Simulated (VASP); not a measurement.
# PbSe (Clausthalite) (Fm-3m) in VASP: notebook, part 2 of 2

VASP 6.6.1. The steps go on from the part before.

## 3. Relaxation of cell and atoms, LDA

This run uses another cell than the first one, of 28.67 Å³/atom, 0.972 times its volume.

File INCAR:

```
SYSTEM = PbSe
PREC = Accurate
ENCUT = 600
EDIFF = 1E-6
ISMEAR = 0
SIGMA = 0.03
LREAL = .FALSE.
LASPH = .TRUE.
NELM = 80
ALGO = Normal
ISIF = 3
LWAVE = .FALSE.
LCHARG = .FALSE.
IBRION = 2
NSW = 90
EDIFFG = -0.01
```

File KPOINTS:

```
Automatic mesh
0
G
  8 8 8
  0 0 0
```

File POSCAR:

```
PbSe
1.0
    0.0000000000      3.0606500000      3.0606500000
    3.0606500000      0.0000000000      3.0606500000
    3.0606500000      3.0606500000      0.0000000000
Pb Se
1 1
Direct
    0.0000000000      0.0000000000      0.0000000000
    0.5000000000      0.5000000000      0.5000000000
```

Potentials or basis: VASP PAW LDA potentials, release 64 (Pb_d, Se).

On the command line:

```console
$ cat potpaw_LDA.64/Pb_d/POTCAR potpaw_LDA.64/Se/POTCAR > POTCAR
$ mpirun -np 1 vasp_std > vasp.out
```

OUTCAR:

```text
SYSTEM = PbSe
   PREC = Accurate
   ENCUT = 600
   EDIFF = 1E-6
   ISMEAR = 0
   LREAL = .FALSE.
   LASPH = .TRUE.
   NELM = 80
   ISIF = 3
   IBRION = 2
   NSW = 90
   EDIFFG = -0.01

 ion  position               nearest neighbor table
   1  0.000  0.000  0.000-   2 3.06   2 3.06   2 3.06   2 3.06   2 3.06   2 3.06
   2  0.500  0.500  0.500-   1 3.06   1 3.06   1 3.06   1 3.06   1 3.06   1 3.06

  LATTYP: Found a face centered cubic cell.
 ALAT       =     6.1213000000

  Lattice vectors:

 A1 = (   0.0000000000,   3.0606500000,   3.0606500000)
 A2 = (   3.0606500000,   0.0000000000,   3.0606500000)
 A3 = (   3.0606500000,   3.0606500000,   0.0000000000)

Analysis of symmetry for initial positions (statically):
=====================================================================
 Subroutine PRICEL returns:
 Original cell was already a primitive cell.

 Routine SETGRP: Setting up the symmetry group for a
 face centered cubic supercell.

 Subroutine GETGRP returns: Found 48 space group operations
 (whereof 48 operations were pure point group operations)
 out of a pool of 48 trial point group operations.

The static configuration has the point symmetry O_h .

Analysis of symmetry for dynamics (positions and initial velocities):
=====================================================================
 Subroutine PRICEL returns:
 Original cell was already a primitive cell.

 Routine SETGRP: Setting up the symmetry group for a
 face centered cubic supercell.

 Subroutine GETGRP returns: Found 48 space group operations
 (whereof 48 operations were pure point group operations)
 out of a pool of 48 trial point group operations.

The dynamic configuration has the point symmetry O_h .

 Subroutine INISYM returns: Found 48 space group operations
 (whereof 48 operations are pure point group operations),
 and found     1 'primitive' translations

----------------------------------------------------------------------------------------

                                     Primitive cell

  volume of cell :      57.3418

  direct lattice vectors                    reciprocal lattice vectors
     0.000000000  3.060650000  3.060650000    -0.163363991  0.163363991  0.163363991
     3.060650000  0.000000000  3.060650000     0.163363991 -0.163363991  0.163363991
[... 105 lines left out ...]
     AMIX_MAG =   1.60;   BMIX_MAG =  1.00
  volume/ion in A,a.u.               =      28.67       193.48
  Fermi-wavevector in a.u.,A,eV,Ry     =   1.152377  2.177676 18.068159  1.327972
  Thomas-Fermi vector in A             =   2.289028
   LORBIT       =      0    0 simple, 1 ext, 2 COOP (PROOUT), +10 PAW based schemes
   GGA     = CA    functional components
   LHFCALC =     F    Hartree Fock is set to
   AEXX    =    0.0000 exact exchange contribution
   IVDW    =     0    specifies the selected vdW correction
   LEPSILON=     F    determine dielectric tensor
   LRPA    =     F    only Hartree local field effects (RPA)
 conjugate gradient relaxation of ions
 non-spin polarized calculation
 Gauss-broadening in eV      SIGMA  =   0.03
  energy-cutoff  :      600.00
  volume of cell :       57.34
 maximum number of plane-waves:      1930
   NGX = 17   NGY = 17   NGZ = 17

--------------------------------------- Ionic step        1  -------------------------------------------

 number of electron      20.0000002 magnetization

 Free energy of the ion-electron system (eV)
  ---------------------------------------------------
  ext. energy  EPLUGINS =         0.00000000
  ---------------------------------------------------
  free energy    TOTEN  =        -9.44537602 eV

  energy without entropy =       -9.44537583  energy(sigma->0) =       -9.44537593

 E-fermi :   4.9899     XC(G=0):  -9.8454

 val. band max:        4.9090717909   @ k =   0.5000   0.0000   0.0000
 cond. band min:       5.0706568732   @ k =   0.5000   0.0000   0.0000
 fundamental gap:      0.1615850822
 Fermi energy:         4.9898641653

 k-point     1 :       0.0000    0.0000    0.0000
  band No.  band energies     occupation
      1     -11.8700      2.00000
      2     -11.8700      2.00000
      3     -11.8680      2.00000
      4     -11.8680      2.00000
      5     -11.8680      2.00000
      6      -8.7057      2.00000
      7      -1.4738      2.00000
      8       3.0407      2.00000
      9       3.0407      2.00000
     10       3.0407      2.00000
     11       9.5087      0.00000
     12       9.5087      0.00000
     13       9.5087      0.00000
     14      11.3835      0.00000
[... 462 lines left out ...]
--------------------------------------- Ionic step        3  -------------------------------------------

 number of electron      19.9999998 magnetization

 Free energy of the ion-electron system (eV)
  ---------------------------------------------------
  ext. energy  EPLUGINS =         0.00000000
  ---------------------------------------------------
  free energy    TOTEN  =        -9.45854786 eV

  energy without entropy =       -9.45835820  energy(sigma->0) =       -9.45845303

 E-fermi :   5.4370     XC(G=0): -10.0138

 val. band max:        5.4197496488   @ k =   0.5000   0.0000   0.0000
 cond. band min:       5.4543471705   @ k =   0.5000   0.0000   0.0000
 fundamental gap:      0.0345975217
 Fermi energy:         5.4370484094

 k-point     1 :       0.0000    0.0000    0.0000
  band No.  band energies     occupation
      1     -11.4652      2.00000
      2     -11.4652      2.00000
      3     -11.4611      2.00000
      4     -11.4611      2.00000
      5     -11.4611      2.00000
      6      -8.5538      2.00000
      7      -0.9381      2.00000
      8       3.3442      2.00000
      9       3.3442      2.00000
     10       3.3442      2.00000
     11      10.0668      0.00000
     12      10.0668      0.00000
     13      10.0668      0.00000
     14      11.7808      0.00000
[... 420 lines left out ...]
  FREE ENERGIE OF THE ION-ELECTRON SYSTEM (eV)
  ---------------------------------------------------
  free  energy   TOTEN  =        -9.4585478562 eV

  energy  without entropy=       -9.4583582010  energy(sigma->0) =       -9.45845303

 reached required accuracy - stopping structural energy minimisation
```

Run time: 21 s. Hardware: 1 thread of Intel Xeon 6975P-C (Granite Rapids), shared host; peak memory 0.19 GiB.

What came out:

| Quantity | Value |
| --- | --- |
| Free energy | -9.4585 eV |
| Relaxed volume | 27.62 Å³/atom |
| Relaxed cell | a = 4.275 Å, b = 4.275 Å, c = 4.275 Å, α = 60.00°, β = 60.00°, γ = 60.00° |
| Space group after relaxing (to 0.05 Å) | Fm-3m (No. 225) |
| Energy gained by relaxing | 6.6 meV/atom |
| Ionic steps | 3 |
| Pressure after relaxing | 0.0 GPa |
| Band gap on the k mesh | 0.03 eV, direct |

The path:
| step | energy change (eV) | largest force (eV/Å) | pressure (GPa) | volume (Å³) |
| --- | --- | --- | --- | --- |
| 1 | 0.0000 | 0.0000 | -1.98 | 57.34 |
| 2 | -0.0112 | 0.0000 | 0.82 | 54.45 |
| 3 | -0.0132 | 0.0000 | 0.00 | 55.25 |

Final structure:
```
CELL_PARAMETERS angstrom
0.00000 3.02290 3.02290
3.02290 0.00000 3.02290
3.02290 3.02290 0.00000
ATOMIC_POSITIONS crystal
Pb 0.00000 0.00000 0.00000
Se 0.50000 0.50000 0.50000
```

Caveat: spin-orbit coupling is left out, which as a rule narrows the gap of such compounds by several tenths of an eV. Zero-point motion and thermal expansion aren't in these numbers.

## 4. Relaxation of cell and atoms, LDA

This run uses another cell than the first one, of 27.62 Å³/atom, 0.937 times its volume.

Changes to INCAR since step 3:

```diff
@@ -3,3 +3,3 @@
 ENCUT = 600
-EDIFF = 1E-6
+EDIFF = 1E-7
 ISMEAR = 0
@@ -15,2 +15,2 @@
 NSW = 90
-EDIFFG = -0.01
+EDIFFG = -0.005
```

KPOINTS is that of step 3.

File POSCAR:

```
PbSe                                    
1.0
   -0.0000000000      3.0229038105      3.0229038105
    3.0229038105     -0.0000000000      3.0229038105
    3.0229038105      3.0229038105      0.0000000000
  Pb              Se            
     1     1
Direct
     0.0000000000000000    0.0000000000000000    0.0000000000000000
     0.5000000000000000    0.5000000000000000    0.5000000000000000
```

Potentials or basis: VASP PAW LDA potentials, release 64 (Pb_d, Se).

On the command line:

```console
$ cat potpaw_LDA.64/Pb_d/POTCAR potpaw_LDA.64/Se/POTCAR > POTCAR
$ mpirun -np 1 vasp_std > vasp.out
```

OUTCAR:

```text
SYSTEM = PbSe
   PREC = Accurate
   ENCUT = 600
   EDIFF = 1E-7
   ISMEAR = 0
   LREAL = .FALSE.
   LASPH = .TRUE.
   NELM = 80
   ISIF = 3
   IBRION = 2
   NSW = 90
   EDIFFG = -0.005

 ion  position               nearest neighbor table
   1  0.000  0.000  0.000-   2 3.02   2 3.02   2 3.02   2 3.02   2 3.02   2 3.02
   2  0.500  0.500  0.500-   1 3.02   1 3.02   1 3.02   1 3.02   1 3.02   1 3.02

  LATTYP: Found a face centered cubic cell.
 ALAT       =     6.0458076210

  Lattice vectors:

 A1 = (   0.0000000000,   3.0229038105,   3.0229038105)
 A2 = (   3.0229038105,   0.0000000000,   3.0229038105)
 A3 = (   3.0229038105,   3.0229038105,   0.0000000000)

Analysis of symmetry for initial positions (statically):
=====================================================================
 Subroutine PRICEL returns:
 Original cell was already a primitive cell.

 Routine SETGRP: Setting up the symmetry group for a
 face centered cubic supercell.

 Subroutine GETGRP returns: Found 48 space group operations
 (whereof 48 operations were pure point group operations)
 out of a pool of 48 trial point group operations.

The static configuration has the point symmetry O_h .

Analysis of symmetry for dynamics (positions and initial velocities):
=====================================================================
 Subroutine PRICEL returns:
 Original cell was already a primitive cell.

 Routine SETGRP: Setting up the symmetry group for a
 face centered cubic supercell.

 Subroutine GETGRP returns: Found 48 space group operations
 (whereof 48 operations were pure point group operations)
 out of a pool of 48 trial point group operations.

The dynamic configuration has the point symmetry O_h .

 Subroutine INISYM returns: Found 48 space group operations
 (whereof 48 operations are pure point group operations),
 and found     1 'primitive' translations

----------------------------------------------------------------------------------------

                                     Primitive cell

  volume of cell :      55.2463

  direct lattice vectors                    reciprocal lattice vectors
     0.000000000  3.022903810  3.022903810    -0.165403874  0.165403874  0.165403874
     3.022903810  0.000000000  3.022903810     0.165403874 -0.165403874  0.165403874
     3.022903810  3.022903810  0.000000000     0.165403874  0.165403874 -0.165403874

  length of vectors
     4.275031567  4.275031567  4.275031567     0.286487913  0.286487913  0.286487913

  position of ions in fractional coordinates (direct lattice)
     0.000000000  0.000000000  0.000000000
     0.500000000  0.500000000  0.500000000

  ion indices of the primitive-cell ions
   primitive index   ion index
                 1           1
                 2           2

----------------------------------------------------------------------------------------

 KPOINTS: Automatic mesh

Automatic generation of k-mesh.
 Grid dimensions read from file:
 generate k-points for:    8    8    8

 Generating k-lattice:

  Cartesian coordinates                     Fractional coordinates (reciprocal lattice)
[... 44 lines left out ...]
   total plane-waves  NPLWV =  46656
   dimension x,y,z NGX =    36 NGY =   36 NGZ =   36
   dimension x,y,z NGXF=    72 NGYF=   72 NGZF=   72
   ions per type =               1   1
   NGX,Y,Z   is equivalent  to a cutoff of  14.00, 14.00, 14.00 a.u.
   NGXF,Y,Z  is equivalent  to a cutoff of  28.00, 28.00, 28.00 a.u.
 SYSTEM =  PbSe
   PREC   = accura    normal or accurate (medium, high low for compatibility)
   ISTART =      0    job   : 0-new  1-cont  2-samecut
   ICHARG =      2    charge: 1-file 2-atom 10-const
   ISPIN  =      1    spin polarized calculation?
   LNONCOLLINEAR =      F non collinear calculations
   LSORBIT =      F    spin-orbit coupling
   LASPH  =      T    aspherical Exc in radial PAW
   ENCUT  =  600.0 eV  44.10 Ry    6.64 a.u.   8.54  8.54  8.54*2*pi/ulx,y,z
   NELM   =     80;   NELMIN=  2; NELMDL= -5     # of ELM steps
   EDIFF  = 0.1E-06   stopping-criterion for ELM
   LREAL  =      F    real-space projection
   EDIFFG = -.5E-02   stopping-criterion for IOM
   NSW    =     90    number of steps for IOM
   IBRION =      2    ionic relax: 0-MD 1-quasi-New 2-CG
   NFREE  =      1    steps in history (QN), initial steepest desc. (CG)
   ISIF   =      3    stress and relaxation
   ISYM   =      2    0-nonsym 1-usesym 2-fastsym
   POTIM  = 0.5000    time-step for ionic-motion
   TEBEG  =    0.0;   TEEND  =   0.0 temperature during run
   PSTRESS=    0.0 pullay stress
   NELECT =      20.0000    total number of electrons
   NUPDOWN=      -1.0000    fix difference up-down
   EMIN   =  10.00;   EMAX   =-10.00  energy-range for DOS
   EFERMI =   0.00;   METHOD = LEGACY
   ISMEAR =     0;   SIGMA  =   0.03  broadening in eV -4-tet -1-fermi 0-gaus
   EFERMI_NEDOS =   21; number of points for ismear=-14 and -15
   IALGO  =     38    algorithm
   IMIX   =      4    mixing-type and parameters
     AMIX     =   0.40;   BMIX     =  1.00
     AMIX_MAG =   1.60;   BMIX_MAG =  1.00
  volume/ion in A,a.u.               =      27.62       186.41
  Fermi-wavevector in a.u.,A,eV,Ry     =   1.166766  2.204868 18.522201  1.361343
  Thomas-Fermi vector in A             =   2.303275
   LORBIT       =      0    0 simple, 1 ext, 2 COOP (PROOUT), +10 PAW based schemes
   GGA     = CA    functional components
   LHFCALC =     F    Hartree Fock is set to
   AEXX    =    0.0000 exact exchange contribution
   IVDW    =     0    specifies the selected vdW correction
   LEPSILON=     F    determine dielectric tensor
   LRPA    =     F    only Hartree local field effects (RPA)
 conjugate gradient relaxation of ions
 non-spin polarized calculation
 Gauss-broadening in eV      SIGMA  =   0.03
  energy-cutoff  :      600.00
  volume of cell :       55.25
 maximum number of plane-waves:      1868
 NGX is ok and might be reduce to    36
   NGX = 17   NGY = 17   NGZ = 17

 number of electron      19.9999998 magnetization

 Free energy of the ion-electron system (eV)
  ---------------------------------------------------
  ext. energy  EPLUGINS =         0.00000000
  ---------------------------------------------------
  free energy    TOTEN  =        -9.45839674 eV

  energy without entropy =       -9.45820704  energy(sigma->0) =       -9.45830189

 E-fermi :   5.4374     XC(G=0): -10.0138

 val. band max:        5.4200975569   @ k =   0.5000   0.0000   0.0000
 cond. band min:       5.4546819081   @ k =   0.5000   0.0000   0.0000
 fundamental gap:      0.0345843511
 Fermi energy:         5.4373897324

 k-point     1 :       0.0000    0.0000    0.0000
  band No.  band energies     occupation
      1     -11.4654      2.00000
      2     -11.4654      2.00000
      3     -11.4613      2.00000
      4     -11.4613      2.00000
      5     -11.4613      2.00000
      6      -8.5537      2.00000
      7      -0.9376      2.00000
      8       3.3444      2.00000
      9       3.3444      2.00000
     10       3.3444      2.00000
     11      10.0675      0.00000
     12      10.0675      0.00000
     13      10.0675      0.00000
     14      11.7809      0.00000
[... 377 lines left out ...]
      1     -11.5363      2.00000
      2     -11.4796      2.00000
      3     -11.4497      2.00000
      4     -11.4373      2.00000
      5     -11.4193      2.00000
      6      -7.1632      2.00000
      7      -3.3430      2.00000
      8       1.8843      2.00000
      9       2.2937      2.00000
     10       4.5059      2.00000
     11       6.6061      0.00000
     12       8.7505      0.00000
     13       9.4814      0.00000
     14      12.9087      0.00000

 [... further k-points ...]

------------------------ aborting loop because EDIFF is reached ----------------------------------------

  FORCE on cell =-STRESS in cart. coord.  units (eV):
  Direction    XX          YY          ZZ          XY          YZ          ZX
  --------------------------------------------------------------------------------------
  -------------------------------------------------------------------------------------
  Total       -0.0002575     -0.0002575     -0.0002575      0.0000000      0.0000000     -0.0000000
  in kB       -0.0074689     -0.0074689     -0.0074689      0.0000000      0.0000000     -0.0000000
  external PRESSURE =      -0.0074689 kB  Pullay stress =       0.0000000 kB

 VOLUME and BASIS-vectors are now :
 -----------------------------------------------------------------------------
  energy-cutoff  :      600.00
  volume of cell :       55.25
      direct lattice vectors                 reciprocal lattice vectors
     0.000000000  3.022903810  3.022903810    -0.165403874  0.165403874  0.165403874
     3.022903810  0.000000000  3.022903810     0.165403874 -0.165403874  0.165403874
     3.022903810  3.022903810  0.000000000     0.165403874  0.165403874 -0.165403874

 POSITION                                       TOTAL-FORCE (eV/Angst)
 -----------------------------------------------------------------------------------
      0.00000      0.00000      0.00000         0.000000      0.000000     -0.000000
      3.02290      3.02290      3.02290        -0.000000     -0.000000      0.000000
 -----------------------------------------------------------------------------------
    total drift:                               -0.000000      0.000000      0.000000

  FREE ENERGIE OF THE ION-ELECTRON SYSTEM (eV)
  ---------------------------------------------------
  free  energy   TOTEN  =        -9.4583967417 eV

  energy  without entropy=       -9.4582070385  energy(sigma->0) =       -9.45830189

 reached required accuracy - stopping structural energy minimisation
```

OSZICAR:

```text
N       E                     dE             d eps       ncg     rms          rms(c)
DAV:   1     0.166375063646E+03    0.16638E+03   -0.10665E+04   818   0.163E+03
DAV:   2     0.414940243821E+01   -0.16223E+03   -0.15887E+03   842   0.375E+02
DAV:   3    -0.936221549915E+01   -0.13512E+02   -0.13277E+02  1076   0.109E+02
DAV:   4    -0.971342040613E+01   -0.35120E+00   -0.35099E+00   872   0.197E+01
DAV:   5    -0.972462320731E+01   -0.11203E-01   -0.11203E-01  1128   0.377E+00    0.288E+00
DAV:   6    -0.946968181193E+01    0.25494E+00   -0.67465E-01  1224   0.693E+00    0.169E+00
DAV:   7    -0.946005203835E+01    0.96298E-02   -0.95823E-02   880   0.180E+00    0.871E-01
DAV:   8    -0.945873362652E+01    0.13184E-02   -0.96509E-03   950   0.122E+00    0.112E-01
DAV:   9    -0.945840141401E+01    0.33221E-03   -0.24355E-03  1186   0.515E-01    0.405E-02
DAV:  10    -0.945839619686E+01    0.52172E-05   -0.15715E-04   892   0.883E-02    0.127E-02
DAV:  11    -0.945839701848E+01   -0.82162E-06   -0.13073E-05   992   0.337E-02    0.501E-03
DAV:  12    -0.945839673962E+01    0.27886E-06   -0.17291E-06  1028   0.231E-02    0.163E-03
DAV:  13    -0.945839674170E+01   -0.20816E-08   -0.17374E-07   590   0.357E-03
   1 F= -.94583967E+01 E0= -.94583019E+01  d E =-.945840E+01
```

It took 10 s on 1 thread of Intel Xeon 6975P-C (Granite Rapids), shared host; peak memory 0.18 GiB.

Results:

```
Free energy             : -9.4584 eV
Pressure after relaxing : 0.0 GPa
Band gap on the k mesh  : 0.03 eV, direct
```

Final structure:
```xyz
2
Lattice="0.0000 3.0229 3.0229 3.0229 0.0000 3.0229 3.0229 3.0229 0.0000" Properties=species:S:1:pos:R:3 pbc="T T T"
Pb    0.0000    0.0000    0.0000
Se    3.0229    3.0229    3.0229
```

Caveat: the relaxation stopped at its first step, so nothing moved; spin-orbit coupling is left out, which as a rule narrows the gap of such compounds by several tenths of an eV. A k mesh can miss the band edges.
